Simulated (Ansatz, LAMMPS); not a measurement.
# Structural relaxation of amorphous TiO2 at 3.05 g/cm^3 (84 atoms), part 2 of 2

Aim: bring amorphous TiO2 at 3.05 g/cm^3 (84 atoms) to a nearby minimum of the energy and see what moves.

Ansatz 0.2.0; Kohn-Sham DFT, PBE, PAW (set soft_2), plane waves.

The cell: 28 Ti and 56 O. The quench rate of 50 K/ps is orders of magnitude faster than experiment. The network of bonds at the start is that of the classical potential that made the cell. Only the Γ point is sampled in the main run, in a cell whose shortest periodic width is 11 Å.

So far. Step 4 (Relaxation): The relaxation changed the energy by -48.4 meV/atom, and atoms moved by 0.38 Å r.m.s., 0.94 Å at most. Step 7 (K-mesh 2×2×2): Forces differ from those of the single point at the relaxed geometry by 9.2 meV/Å r.m.s.; the energy by +0.38 meV/atom and the gap by -0.024 eV. It took 3.8 min and 12 cycles; the reference's time can't be set against it, since the two runs asked for unlike analyses.

### Step 8. Functional HSE06

HSE06 mixes in a quarter of exact exchange at short range, which counters self-interaction, at a higher cost.

This step: Kohn-Sham DFT, HSE06, PAW (set soft_2), plane waves (Ansatz 0.2.0).

The input, input.yaml:

```yaml
crystal:
  lattice:
    - [10.6745, 0.0, 0.0]
    - [0.0, 10.6745, 0.0]
    - [0.0, 0.0, 10.6745]
  atoms:
    [... the 84 atom lines of step 6 ...]
kpoints:
  mp_grid: { grid: [1, 1, 1] }
hamiltonian:
  xc: hse06
scf:
  occupations: { method: fermi_dirac, width: 0.025 }
output:
  forces: true
  stress: true
  populations: true
  dos:
    method: { smearing: { sigma: 0.08 } }
    de: 0.05
    projected: { site_lists: { O: [O], Ti: [Ti] } }
  eigenvalues: true
```

Command:

```bash
> ansatz run input.yaml --threads 4 --pin off --max-ram 8192MiB --backend cpu --events-out ev --progress --plain --runs-dir out
```

Run time: 8.1 min. Hardware: 4 threads of Arm Neoverse V1, shared host; peak memory 4.2 GiB.

The program notes that the exchange threshold is loose for the stress and the SCF threshold is loose for the stress.

Geometry and reference: those of the single point at the relaxed geometry.

Forces differ from those of the single point at the relaxed geometry by 184 meV/Å r.m.s.; the pressure by -5.2 GPa and the gap by +1.6 eV. It took 8.1 min and 26 cycles; the reference's time can't be set against it, since the two runs asked for unlike analyses.

Numbers from this run:

* free energy: -101852.3682 eV
* free energy per atom: -1212.5282 eV/atom
* SCF cycles: 26
* pressure: -4.787 GPa
* r.m.s. force component: 0.1846 eV/Å
* longest force: 0.74 eV/Å
* Fermi energy: 5.437 eV
* gap (highest filled to lowest empty level): 4.499 eV
* spilling of the projection: 0.004104

Length of the force by element and coordination:

```tsv
element	coordination	atoms	mean length of the force (eV/Å)	spread	least	most
O	all	56	0.307	0.138	0.0846	0.74
O	2	39	0.331	0.147	0.0846	0.74
O	3	17	0.252	0.0935	0.127	0.421
Ti	all	28	0.265	0.101	0.107	0.408
Ti	4	11	0.198	0.0872	0.107	0.401
Ti	5	17	0.309	0.083	0.138	0.408
```

Löwdin charges by element and coordination (they lack the spilled electrons, 0.033 e an atom on average):

```tsv
element	coordination	atoms	mean charge (e)	spread	least	most
O	all	56	-0.707	0.0438	-0.806	-0.629
O	2	39	-0.683	0.0265	-0.736	-0.629
O	3	17	-0.761	0.0202	-0.806	-0.720
Ti	all	28	1.51	0.0139	1.49	1.54
Ti	4	11	1.51	0.013	1.49	1.53
Ti	5	17	1.51	0.0143	1.49	1.54
```

States in the cell by windows of 1 eV, zero at the Fermi level; the larger projections on atomic orbitals stand beside the total:

```tsv
from (eV)	to (eV)	total	O p	Ti d
-10	-7	0.0	0.0	0.0
-7	-6	44.7	31.7	10.4
-6	-5	105.5	77.2	24.0
-5	-4	65.7	53.8	9.8
-4	-3	73.0	64.7	6.6
-3	-2	47.1	44.1	2.2
-2	2	0.0	0.0	0.0
2	3	43.8	2.8	39.3
3	4	72.2	8.6	58.8
```

Between -26 and -10 eV lie 112 more states.

The stored curve holds about 448 of the 672 electrons; the rest, give or take the few that broadening carries across the Fermi level, lie in deeper levels below its range.

The levels nearest the highest filled one (over half full), pooled over k-points and spins:

```tsv
level less the highest filled one (eV)	occupation
-0.301	2
-0.237	2
-0.225	2
-0.167	2
-0.0625	2
0	2
4.50	0
4.54	0
4.64	0
4.66	0
4.71	0
4.74	0
```

### Step 9. Functional r2SCAN (500 eV)

The meta-GGA r2SCAN uses the kinetic energy density as well as the density and its gradient. Besides, the cutoff goes from 420 to 500 eV.

This step: Kohn-Sham DFT, r2SCAN, PAW (set soft_2), plane waves (Ansatz 0.2.0).

Changes to input.yaml since step 8:

```diff
@@ -10,3 +10,3 @@
 hamiltonian:
-  xc: hse06
+  xc: r2scan
 scf:
```

Wall time 60 s (4 threads); peak memory 3.3 GiB; 3.9 min of CPU time.

Geometry and reference: those of the single point at the relaxed geometry.

Forces differ from those of the single point at the relaxed geometry by 67 meV/Å r.m.s.; the pressure by -3.5 GPa and the gap by +0.38 eV. It took 60 s and 13 cycles; the reference's time can't be set against it, since the two runs asked for unlike analyses.

### Step 10. Functional PBEsol

PBEsol restores the gradient expansion of exchange for slowly varying densities and usually gives shorter bonds in solids than PBE.

This step: Kohn-Sham DFT, PBEsol, PAW (set soft_2), plane waves (Ansatz 0.2.0).

Changes to input.yaml since step 9:

```diff
@@ -10,3 +10,3 @@
 hamiltonian:
-  xc: r2scan
+  xc: pbesol
 scf:
```

The job ended after 25 s (4 threads; peak memory 1.6 GiB; 96 s of CPU time).

Geometry and reference: those of the single point at the relaxed geometry.

Forces differ from those of the single point at the relaxed geometry by 82 meV/Å r.m.s.; the pressure by -4.2 GPa and the gap by -0.026 eV.

### Step 11. The ladder side by side

Each row is set against the single point at the relaxed geometry (Kohn-Sham DFT, PBE, PAW (set soft_2), plane waves; r.m.s. force component 0.00967 eV/Å). Energies are set beside the reference only for runs with its functional, potentials and electron count. Times are for 4 threads of Arm Neoverse V1, shared host. The reference's time includes grids, which some other runs skip.

```tsv
run	Δ force, r.m.s. (meV/Å)	Δ energy (meV/atom)	Δ pressure (GPa)	Δ gap (eV)	cycles	time	host memory (GiB)
reference	-	-	-	-	12	26 s	1.6
k-mesh 2×2×2	9.24	0.376	-0.0014	-0.0237	12	3.8 min	6.3
functional HSE06	184	-	-5.24	1.56	26	8.1 min	4.2
functional r2SCAN (500 eV)	66.9	-	-3.46	0.379	13	60 s	3.3
functional PBEsol	81.5	-	-4.16	-0.0262	13	25 s	1.6
```

### Step 12. Outcome

```json
{"energy change in the relaxation": "-48.44 meV/atom", "r.m.s. displacement": "0.381 Å", "largest displacement": "0.936 Å", "free energy per atom": "-1212.8195 eV/atom", "pressure": "0.4556 GPa", "r.m.s. force component": "0.00967 eV/Å", "gap (highest filled to lowest empty level)": "2.939 eV", "wall time of the 7 DFT runs": "17 min"}
```

**Reading.** Relaxation lowers the energy by 48.4 meV/atom and moves atoms by 0.38 Å r.m.s.; the r.m.s. force component goes from 0.58 to 0.0097 eV/Å. By the final cutoffs 0 of 120 bonded pairs parted and 9 joined. From the first step to the last the energy fell by 4.069 eV, and the largest move was 0.94 Å (O44). The O-Ti bonds go from 1.837 Å (spread 0.122) to 1.898 Å (spread 0.134), and their number from 120 to 129. With the cutoffs above, 70 % of O atoms have 2 and 61 % of Ti atoms have 5 bonded neighbours. Between filled and empty levels lie 2.94 eV (at Γ alone); a semilocal functional tends to put such gaps too low. In a disordered cell it changes from sample to sample, and tail or defect levels can set it.

Among the changes of functional, dispersion, potentials or spin set against this reference, functional HSE06 moves the forces most, by 184 meV/Å r.m.s. The gap changes by +1.56 eV with HSE06.

Caveats: The starting topology of bonds comes from the classical model; in DFT 0 of its 120 bonded pairs passed out of the cutoffs and 9 came within them.

[Logs are printed without paths, hosts, clocks, repeated set-up lines and the standing remarks that a program may print on its own settings, such as how far it seeks lower states.]

[Hosts, paths, dates, database ids (printed as entryN), source tags and the programs' standing remarks are cut or masked in the printed files.]
